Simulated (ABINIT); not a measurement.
A run of ABINIT 10.8.3 (patched build) is set up as follows.

Contents of run.abi:

```
# Datasets: ground state, then fixed potential
ndtset 2

# Pseudopotentials
pp_dirpath "./"
pseudos "Se.GGA_PBE-JTH.xml, Ca.GGA_PBE-JTH.xml"

# Structure
acell 4.1804152904 4.1804152904 4.1804152904 Angstrom
rprim
     0.0000000000     0.7071067812     0.7071067812
     0.7071067812     0.0000000000     0.7071067812
     0.7071067812     0.7071067812     0.0000000000
ntypat 2
znucl 34 20
natom 2
typat 1 2
xred
     0.5000000000     0.5000000000     0.5000000000
     0.0000000000     0.0000000000     0.0000000000

# Plane-wave basis
ecut 23.0
pawecutdg 45.0

# Exchange and correlation
ixc -497498
usekden 1
pawxcdev 0

# Bands and occupations
occopt 3
tsmear 0.05 eV

# SCF cycle
nstep 100

# Output
iomode 3
prtwf 0
prteig 0
prtebands 0
enunit 1
prtden1 1
prtkden1 1

# Dataset 1
kptopt1 1
ngkpt1 8 8 8
nshiftk1 1
shiftk1 0.0 0.0 0.0
nband1 12
tolvrs1 1.0e-7

# Dataset 2: bands along G-X-W-K-G-L-U-W-L-K
iscf2 -2
getden2 1
getkden2 1
nband2 18
nbdbuf2 4
tolwfr2 1.0e-11
kptopt2 -9
ndivsm2 6
prteig2 1
kptbounds2
     0.0000000000     0.0000000000     0.0000000000
     0.5000000000     0.0000000000     0.5000000000
     0.5000000000     0.2500000000     0.7500000000
     0.3750000000     0.3750000000     0.7500000000
     0.0000000000     0.0000000000     0.0000000000
     0.5000000000     0.5000000000     0.5000000000
     0.6250000000     0.2500000000     0.6250000000
     0.5000000000     0.2500000000     0.7500000000
     0.5000000000     0.5000000000     0.5000000000
     0.3750000000     0.3750000000     0.7500000000
```

Potentials or basis: JTH PAW PBE v2.0.

Launch:

```console
$ mpirun --bind-to none -np 4 abinit run.abi > log 2>&1
```

**Question.** Predict the band gap along the path.

**Answer.** 2.48 eV, indirect (least direct gap 3.43 eV).

**Question.** What does it give for the pressure?

**Answer.** 0.5 GPa.

Levels at the corners of the path, in eV from the valence-band top:
```tsv
point	band 6	band 7	band 8	band 9	band 10	band 11
Γ	0.00	0.00	0.00	4.15	4.21	4.21
X	-2.55	-0.95	-0.95	2.48	5.61	5.80
W	-2.00	-2.00	-1.67	4.94	4.94	5.89
K	-2.28	-2.04	-1.12	3.77	6.32	6.32
Γ	0.00	0.00	0.00	4.15	4.21	4.21
L	-3.28	-1.19	-1.19	5.11	6.10	6.12
U	-2.28	-2.04	-1.12	3.77	6.32	6.32
W	-2.00	-2.00	-1.67	4.94	4.94	5.89
L	-3.28	-1.19	-1.19	5.11	6.10	6.12
K	-2.28	-2.04	-1.12	3.77	6.32	6.32
```

Caveat: the PAW data sets were made with another functional, which shifts forces and pressure a little.

**Measured values to compare with.**

From a printed reference work, monograph, original work of 1988, for a bulk crystal of CaSe at 2 K: band gap 3.85 eV (indirect).

Measured gap of CaSe: 3.85 eV (indirect; 2 K; a printed reference work, monograph, original work of 1988). This calculation gives 2.48 eV (-1.37 eV). Spin-orbit coupling on Se is left out. The value is that of r2SCAN, without temperature or zero-point motion.
